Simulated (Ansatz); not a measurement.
Write the native input for Ansatz 0.2.0 that does the following.

```
Task                : single point
Functional          : PBE0
Potentials or basis : Ansatz PAW
Cutoff              : 420 eV (not typed: the program's choice for these potentials)
k mesh              : 5 × 5 × 1
Occupations         : fermi-dirac, width 0.05 eV
Spin                : no spin polarisation
```

Te2Mo:

```
Te Mo
1.0
     3.51820    0.00000    0.00000
    -1.75910    3.04685    0.00000
     0.00000    0.00000   13.97360
Te Mo
4 2
Direct
  0.66667 0.33333 0.37900
  0.33333 0.66667 0.87900
  0.66667 0.33333 0.12100
  0.33333 0.66667 0.62100
  0.66667 0.33333 0.75000
  0.33333 0.66667 0.25000
```

One way to write it, as run:

input.yaml

```yaml
crystal:
  lattice:
    - [3.5182, 0.0, 0.0]
    - [-1.7591, 3.0468505756, 0.0]
    - [0.0, 0.0, 13.9736]
  atoms:
    - { symbol: Te, position: [0.6666666667, 0.3333333333, 0.379] }
    - { symbol: Te, position: [0.3333333333, 0.6666666667, 0.879] }
    - { symbol: Te, position: [0.6666666667, 0.3333333333, 0.121] }
    - { symbol: Te, position: [0.3333333333, 0.6666666667, 0.621] }
    - { symbol: Mo, position: [0.6666666667, 0.3333333333, 0.75] }
    - { symbol: Mo, position: [0.3333333333, 0.6666666667, 0.25] }
hamiltonian:
  xc: pbe0
  pseudopotentials: { kind: paw }
kpoints:
  mp_grid: { grid: [5, 5, 1] }
scf:
  occupations: { method: fermi_dirac, width: 0.05 }
output:
  forces: true
  stress: true
  eigenvalues: true
```

Potentials or basis: Ansatz PAW.

The run is started by

```bash
$ ansatz run input.yaml --threads 2 --pin off --max-ram 5632MiB --backend cpu --events-out ev --progress --plain --runs-dir out
```

Results of the run:

```
Pressure               : -0.5 GPa
Largest force          : 0.386 eV/Å
Band gap on the k mesh : 1.75 eV, indirect (least direct gap 2.46 eV)
```

Caveat: the k mesh is coarse (spacing up to 0.45 Å⁻¹), so the values aren't converged, least of all with exact exchange; odd divisions of the mesh miss points on the zone boundary, where band edges often lie, so the gap on the mesh can be too wide; spin-orbit coupling is left out, which moves the levels of the heavy elements; this functional lacks dispersion, which binds the layers, so the pressure and a relaxed spacing across them are unreliable; the PAW data sets come from PBE, with cores solved anew for the run's functional, which leaves a small shift of forces and pressure; the thresholds are loose for stress.

It took 38 s on 2 threads of Arm Neoverse V1, on a shared host, peak memory 1.3 GiB.
